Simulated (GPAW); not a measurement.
The system is Nb.

```xyz
1
Lattice="2.7196 0.0000 0.0000 0.0000 2.7196 0.0000 0.0000 0.0000 2.7196" Properties=species:S:1:pos:R:3 pbc="T T T"
Nb    1.3598    1.3598    1.3598
```

The cell was built by a generator and needn't be a form met in nature.

* Program: GPAW 26.7.0
* Task: relaxation of cell and atoms
* Functional: r2SCAN
* Potentials or basis: GPAW PAW data sets (gpaw-data 1.2.1)
* Cutoff: 600 eV
* Basis: pw
* k mesh: 8 × 8 × 8
* Occupations: fermi-dirac, width 0.05 eV
* Spin: no spin polarisation

At the start: pressure -3.5 GPa; volume 20.12 Å³/atom.

Question: Where does the relaxation end?

Answer: Over 3 steps the energy falls by 5.5 meV/atom and the volume is 19.60 Å³/atom (-2.6 %); space group Pm-3m (No. 221, to 0.05 Å).

Step by step:
```tsv
step	energy change (eV)	largest force (eV/Å)	pressure (GPa)	volume (Å³)
1	0.0000	0.0000	-3.47	20.12
2	-0.0051	0.0000	-1.01	19.74
3	-0.0055	0.0000	0.03	19.60
```

Final structure:
```yaml
crystal:
  lattice:
    - [2.69608, 0.00000, 0.00000]
    - [0.00000, 2.69608, 0.00000]
    - [0.00000, 0.00000, 2.69608]
  atoms:
    - { symbol: Nb, position: [0.50000, 0.50000, 0.50000] }
```

Caveat: later steps reuse the first step's grids; the PAW data sets were made with another functional, which shifts forces and pressure a little.
